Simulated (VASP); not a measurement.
Here is a VASP 6.6.1 calculation.

Contents of INCAR:

```
SYSTEM = Ge
  PREC = Accurate
  ENCUT = 520
  EDIFF = 1E-7
  ISMEAR = 0
  SIGMA = 0.020999999999999998
  LREAL = .FALSE.
  LASPH = .TRUE.
  NELM = 60
  ALGO = Normal
  ISIF = 2
  LWAVE = .FALSE.
  LCHARG = .FALSE.
  GGA = PE
```

KPOINTS

```
regular mesh
0
G
  8 8 8
  0 0 0
```

File POSCAR:

```
Ge
1.0
    0.0000000000      2.8289100000      2.8289100000
    2.8289100000      0.0000000000      2.8289100000
    2.8289100000      2.8289100000      0.0000000000
Ge
2
Direct
    0.7500000000      0.7500000000      0.7500000000
    0.5000000000      0.5000000000      0.5000000000
```

Potentials or basis: VASP PAW PBE potentials, release 64 (Ge_d).

Run with:

```bash
$ cat potpaw_PBE.64/Ge_d/POTCAR > POTCAR
$ mpirun -np 1 vasp_std > vasp.out
```

(1) Predict the band gap on the k mesh.

(2) What does it give for the pressure?

Results:

(1) 0.03 eV, direct.

(2) 3.5 GPa.

**Measured values to compare with.**

“Temperature-dependent photoluminescence in Ge: experiment and theory”, 2020, arxiv:2003.00143 reports, for a bulk crystal of Ge at 0 K: band gap 0.744 eV (indirect).

A measured gap of Ge is 0.744 eV (indirect; 0 K; “Temperature-dependent photoluminescence in Ge: experiment and theory”, 2020, arxiv:2003.00143); the calculated 0.03 eV misses it by -0.71 eV. 3 values of this kind are on record (0.666 to 0.807 eV); this one was drawn at random among those near their median. Spin-orbit coupling on Ge is left out. The value is that of PBE on a finite k mesh, which can miss the band edges, without temperature or zero-point motion. Semilocal functionals fall short of measured gaps as a rule.
